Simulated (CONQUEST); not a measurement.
A run of CONQUEST 1.3:

The input Conquest_input:

```
IO.Title Zn
IO.Coordinates coords.dat
IO.FractionalAtomicCoords T
IO.Iprint 2
IO.Iprint_init 1
General.NumberOfSpecies 1
General.PseudopotentialType hamann
AtomMove.TypeOfRun static
AtomMove.FullStress T
Grid.GridCutoff 120
DM.SolutionMethod diagon
Diag.MPMesh T
Diag.GammaCentred T
Diag.MPMeshX 9
Diag.MPMeshY 9
Diag.MPMeshZ 9
Diag.kT 0.00183747
minE.SCTolerance 1e-6
SC.MaxIters 100
IO.AtomChargeOutput T
%block ChemicalSpeciesLabel
1 65.390 Zn
%endblock
```

File coords.dat:

```
    5.9301004188     0.0000000000     0.0000000000
    0.0000000000     5.9301004188     0.0000000000
    0.0000000000     0.0000000000     5.9301004188
2
  0.0061790000  -0.0210780000   0.0114720000 1 T T T
  0.5066930000   0.4955920000   0.4886820000 1 T T T
```

Potentials or basis: PseudoDojo NC PBE, DZP, grid cutoff 120 Ha.

Command:

```console
$ Conquest
```

Hardware: 1 thread of AMD EPYC 9R45 96-Core Processor (Zen 5), on a shared host.

**Question.** Estimate the wall time of this run.

**Answer.** It took 33 s on 1 thread of AMD EPYC 9R45 96-Core Processor (Zen 5), with other jobs on the host, peak memory 0.31 GiB. Counts: scf iterations 6, k points 365, basis 38.
